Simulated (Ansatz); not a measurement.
**Elastic constants of AlCu$_{3}$ at 10 GPa (stress–strain coefficients): input and output**

Method: Ansatz, DFT PBEsol, scalar-relativistic, plane waves, PAW.

Launched with:
```bash
ansatz run input.yaml --threads 1 --pin off --max-ram 3072MiB --backend cpu --events-out ev --progress --plain --runs-dir out
```

Input (bare energies are in eV):
```yaml
crystal:
  lattice:
    - [0.0, 2.8291378004, 2.8291378004]
    - [2.8291378004, 0.0, 2.8291378004]
    - [2.8291378004, 2.8291378004, 0.0]
  atoms:
    - { symbol: Al, position: [0.0, 0.0, 0.0] }
    - { symbol: Cu, position: [0.5, 0.5, 0.5] }
    - { symbol: Cu, position: [0.25, 0.25, 0.25] }
    - { symbol: Cu, position: [0.75, 0.75, 0.75] }
basis:
  ecutwfc: 420
kpoints:
  mp_grid: { grid: [14, 14, 14] }
hamiltonian:
  xc: pbesol
scf:
  occupations: { method: fermi_dirac, width: 0.15 }
output:
  forces: true
  stress: true
  eigenvalues: true
elastic:
  mode: relaxed_ion
  amplitude: 0.005
  stencil: two_point
```

From the output:
```
--- Elastic constants: 2 strain directions × 2 members + reference (group order 48) ---
  dense FFT box of the reference and of every strained cell: 27×27×27
  strains applied: 11, 23; error gains: componentwise 1.00 (the most a stress slope's error grows in a printed constant), spectral 1.73 (1 for all six strains in a standard setting)
  C = ∂σ_k/∂η_j (tension-positive GPa; Voigt order 11 22 33 23 13 12):
       202.750    193.669    193.669     -0.000      0.000      0.000
       193.669    202.750    193.669      0.000     -0.000      0.000
       193.669    193.669    202.750      0.000      0.000     -0.000
        -0.000      0.000      0.000    141.023      0.000     -0.000
         0.000     -0.000      0.000     -0.000    141.023     -0.000
         0.000     -0.000      0.000      0.000      0.000    141.023
  reference stress σ⁰ (GPa):    -10.011    -10.011    -10.011     -0.000      0.000      0.000
  C* (energy form; C + prestress term) asymmetry max|C*_kj − C*_jk| = 8.527e-14 GPa — a small one proves nothing (zero by symmetry where the batch's group is 432, −43m or m−3m); a large one is finite-difference/SCF noise where every solve ...
  moduli (Voigt/Reuss/Hill, GPa): K = 196.70/196.70/196.70   G = 86.43/10.83/48.63   E = 134.78   ν = 0.386
  mechanically stable: yes (min eigenvalue of sym C = 9.08 GPa)
  the stresses are not corrected for the forces that the relaxations left standing (`elastic.f_tol`)
  strain η (Voigt 11):  stress-route row diagonal C_11 = 202.75 GPa, energy-path curvature d²(F+E_count+ΔE)/dδ²/Ω₀ = 202.88 GPa
         δ    σ_11 (GPa) F (eV) n_scf n_hpsi n_pw
    -5.000e-3     -11.0429      -20291.5226236      11  191447    903   relax 0 steps, max|allowed force component| 1.11e-16 eV/Å
     5.000e-3      -9.0154      -20291.5509350       9  162105    910   relax 0 steps, max|allowed force component| 5.55e-17 eV/Å
  strain η (Voigt 23):  stress-route row diagonal C_44 = 141.02 GPa, energy-path curvature d²(F+E_count+ΔE)/dδ²/Ω₀ = 146.00 GPa
         δ    σ_23 (GPa) F (eV) n_scf n_hpsi n_pw
    -5.000e-3      -0.7051      -20291.5369820      14  324097    905   relax 3 steps, max|allowed force component| 2.81e-8 eV/Å
     5.000e-3       0.7051      -20291.5369820      14  324137    905   relax 3 steps, max|allowed force component| 2.78e-8 eV/Å
```

Time: 7.5 min on 1 thread of AMD EPYC 7R43 64-Core Processor (Zen 3), with other jobs on the host, peak memory 0.85 GiB.

In a metal, frequencies and elastic constants depend on the k mesh and the smearing, soft modes and shear constants most. Other phases may be more stable at this pressure.

The least eigenvalue is 9.1 GPa; in a metal on this mesh the verdict on stability isn't firm within about 20 GPa or a tenth of the bulk modulus.